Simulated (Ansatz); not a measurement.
Crystal: Zr.

```
CELL_PARAMETERS angstrom
-1.81000 1.81000 1.81000
1.81000 -1.81000 1.81000
1.81000 1.81000 -1.81000
ATOMIC_POSITIONS crystal
Zr 0.00000 0.00000 0.00000
```

This isn't the form of Zr at room conditions, which is hcp.

```yaml
Program: Ansatz 0.2.0
Task: relaxation of cell and atoms
Functional: PBEsol
Potentials_or_basis: all-electron LAPW, scalar-relativistic
Basis_error_allowed: 0.002 eV/atom
k_mesh: 8 × 8 × 8
Occupations: fermi-dirac, width 0.05 eV
Spin: no spin polarisation
```

At the start: volume 23.72 Å³/atom.

Where does the relaxation end?

Over 5 steps the energy falls by 35.7 meV/atom and the volume is 22.00 Å³/atom (-7.2 %); space group Im-3m (No. 229, to 0.05 Å).

The path:
```
step  energy change (eV)  largest force (eV/Å)  volume (Å³)
   1              0.0000                0.0000        23.72
   2             -0.0122                0.0000        20.72
   3             -0.0356                0.0000        22.09
   4             -0.0357                0.0000        22.00
   5             -0.0357                0.0000        22.00
```

Final structure:
```
CELL_PARAMETERS angstrom
-1.76527 1.76527 1.76527
1.76527 -1.76527 1.76527
1.76527 1.76527 -1.76527
ATOMIC_POSITIONS crystal
Zr 0.00000 0.00000 0.00000
```

Caveat: the k mesh is thin for a metal, which can move the energy by tens of meV per atom.
